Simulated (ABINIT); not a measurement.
Runs of ABINIT 10.8.3 (patched build) on SnTe. Symmetry: Fm-3m, No. 225, cubic system. Conventional cell: a = 6.302 Å, b = 6.302 Å, c = 6.302 Å, α = 90.00°, β = 90.00°, γ = 90.00°. Around Te (site symmetry m-3m) lie 6 Sn at 3.15 Å. Around Sn (site symmetry m-3m) lie 6 Te at 3.15 Å. 

```tsv
level	potentials or basis	share of exact exchange	dielectric constant that sets the share	pressure (GPa)
HSE06	SG15 NC PBE v1.2	0.5	-	-2.2
HSE06	SG15 NC PBE v1.2	0.05	-	2.3
HSE06	SG15 NC PBE v1.2	0.35	-	(a)
HSE06	SG15 NC PBE v1.2	0.15	-	1.3
PBE-EpsX	SPMS NC PBE v1.0	-	75.436	(b)
```

Alike in all rows: task single point; no spin polarisation; cell as given; k mesh 3 × 3 × 3; cutoff (eV) 707; smearing fermi-dirac 0.05 eV; the mesh is coarse, so values aren't converged.

Question: Fill in the values left out.

Answer: (a) -0.6; (b) 2.2.

Caveats: all runs use coarse meshes; the potentials were made for another functional, which shifts forces and pressure; Libxc's HSE differs a little from that of other programs (some runs).
